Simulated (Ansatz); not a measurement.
Li under pressure: fit and missing row

Li, Fm-3m, a = 4.376 Å. This isn't the element's structure at ambient conditions. Ansatz: r2SCAN, PAW, 500 eV, Γ-centred 16×16×16 mesh on 1 atom, Gaussian smearing 0.10 eV; no spin polarisation. The cell is relaxed at each pressure, and no other structure is tried, so the rows at high pressure may lie past a change of phase.

```
V (Å³/atom) P (GPa)
      6.991    90.00
      8.689    50.02
     10.942    25.00
     13.479    11.98
          ?     4.03
     19.527     1.03
     20.955     0.00
     22.808    -0.96
```

Question: Take V0 = 20.955 Å³/atom, fit the third-order Birch–Murnaghan form to the other rows, and predict the missing volume.

Answer: With the Eulerian strain f = ½[(V0/V)^(2/3) − 1] and y = P/[3f(1 + 2f)^(5/2)], the form is the line y = B0 + 1.5 B0 (B0′ − 4) f. Rows (f, y): 0.53945, 8.92; 0.39918, 9.63; 0.27108, 10.41; 0.17100, 11.19; 0.02409, 12.67; -0.02746, 13.42. Means f = 0.2296, y = 11.040; Σ(Δf)² = 0.2382, ΣΔfΔy = -1.878; the slope is their ratio. y = 12.85 − 7.882 f GPa, so B0 = 12.8 GPa and B0′ = 4 + 2 × (-7.882)/(3 × 12.85) = 3.59. P = 4.03 GPa is met at f = 0.07676 (y = 12.245), so V = V0 (1 + 2f)^(−3/2) = 16.914 Å³/atom. The run gave 16.879 Å³/atom, so the fit is 0.035 Å³/atom too high, within the rms miss on the fitted rows (0.077 Å³/atom).

The mesh isn't the same in all rows (16×16×16, 18×18×18, 20×20×20, 22×22×22).